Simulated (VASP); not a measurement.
Runs of VASP 6.6.1 on TiO2 (Anatase). The structure is tetragonal, space group I4_1/amd (No. 141). The conventional cell has a = 3.784 Å, b = 3.784 Å, c = 9.515 Å, α = 90.00°, β = 90.00°, γ = 90.00°. Around Ti (site symmetry -4m2) lie 6 O at 1.93 to 1.98 Å. O (site symmetry 2mm) is surrounded by 3 Ti at 1.93 to 1.98 Å. 

| task | level | potentials or basis | cell | k mesh | cutoff (eV) | smearing | gap on the mesh (eV) | pressure (GPa) | largest force (eV/Å) |
| --- | --- | --- | --- | --- | --- | --- | --- | --- | --- |
| single point | PBE | VASP PAW PBE potentials, release 64 (Ti_sv, O) | as given | 10 × 10 × 10 | 520 | gaussian 0.011 eV | 2.11 | 5.9 | 0.12 |
| relaxation of cell and atoms | PBE | VASP PAW PBE potentials, release 64 (Ti_sv, O_h) | relaxed | 7 × 7 × 7 | 980 | fermi-dirac 0.05 eV | 2.10 | 0.0 | 0.01 |
| band structure | revPBE | VASP PAW PBE potentials, release 64 (Ti_sv, O) | as given | 10 × 10 × 10 | 520 | fermi-dirac 0.05 eV | 2.15 | (a) | 0.17 |
| single point | PBE | VASP PAW PBE potentials, release 64 (Ti_sv, O) | as given | 10 × 10 × 10 | 520 | gaussian 0.015 eV | 2.11 | 5.9 | 0.12 |

Alike in all rows: no spin polarisation.

Problem. Fill in the values left out.

Solution. (a) 9.2.

Caveats: an odd mesh through Γ misses points on the zone boundary, where band edges often lie (some runs); the PAW data sets were made with another functional, which shifts forces and pressure a little (some runs).
